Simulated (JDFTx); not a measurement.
A run of JDFTx 1.7.0 (patched build) is set up as follows.

File ZrO2.in:

```
lattice Face-Centered Cubic 9.6189807624
coords-type Lattice
ion Zr     0.0000000000     0.0000000000     0.0000000000 1
ion O      0.7500000000     0.7500000000     0.7500000000 1
ion O      0.2500000000     0.2500000000     0.2500000000 1

ion-species pseudo/Zr.upf
ion-species pseudo/O.upf
elec-cutoff 40 320
elec-ex-corr mgga-x-scan mgga-c-scan
kpoint-folding 7 7 7
elec-smearing Fermi 0.0018374661
elec-n-bands 18
electronic-SCF nIterations 100 energyDiffThreshold 1e-09
electronic-minimize nIterations 30 energyDiffThreshold 1e-7
converge-empty-states yes
forces-output-coords Cartesian

dump-name run.$VAR
dump End Ecomponents EigStats BandEigs Kpoints Forces Stress ElecDensity KEdensity
```

Potentials or basis: SG15-PBE-1.2.

Run with:

```sh
$ jdftx -c 1 -i ZrO2.in -o ZrO2.out
```

Question: Predict the pressure.

Answer: -1.4 GPa.

Question: Estimate the band gap on the k mesh.

Answer: 4.04 eV, indirect (least direct gap 4.51 eV).

Caveat: the cutoff is short for these files and lowers the pressure by up to 1 GPa; the potentials were made for another functional, which shifts forces and pressure; an odd mesh through Γ misses points on the zone boundary, where band edges often lie. SCAN opens gaps a little over a GGA but as a rule still falls short of measured ones.
